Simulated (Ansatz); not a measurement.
Crystal: Ag.

```
CELL_PARAMETERS angstrom
0.00000 2.04275 2.04275
2.04275 0.00000 2.04275
2.04275 2.04275 0.00000
ATOMIC_POSITIONS crystal
Ag 0.00000 0.00000 0.00000
```

* Program: Ansatz 0.2.0
* Task: relaxation of cell and atoms
* Functional: PBEsol
* Potentials or basis: all-electron LAPW, scalar-relativistic
* Basis error allowed: 0.001 eV/atom
* k mesh: 11 × 11 × 11
* Occupations: fermi-dirac, width 0.05 eV
* Spin: no spin polarisation

At the start: volume 17.05 Å³/atom.

Q: Where does the relaxation end?

A: Over 5 steps the energy falls by 4.1 meV/atom and the volume is 16.61 Å³/atom (-2.6 %); space group Fm-3m (No. 225, to 0.05 Å).

The path:
```
step  energy change (eV)  largest force (eV/Å)  volume (Å³)
   1              0.0000                0.0000        17.05
   2             -0.0009                0.0000        16.24
   3             -0.0041                0.0000        16.63
   4             -0.0041                0.0000        16.61
   5             -0.0041                0.0000        16.61
```

Final structure:
```
Ag
1.0
     0.00000    2.02499    2.02499
     2.02499    0.00000    2.02499
     2.02499    2.02499    0.00000
Ag
1
Cartesian
  0.0000 0.0000 0.0000
```
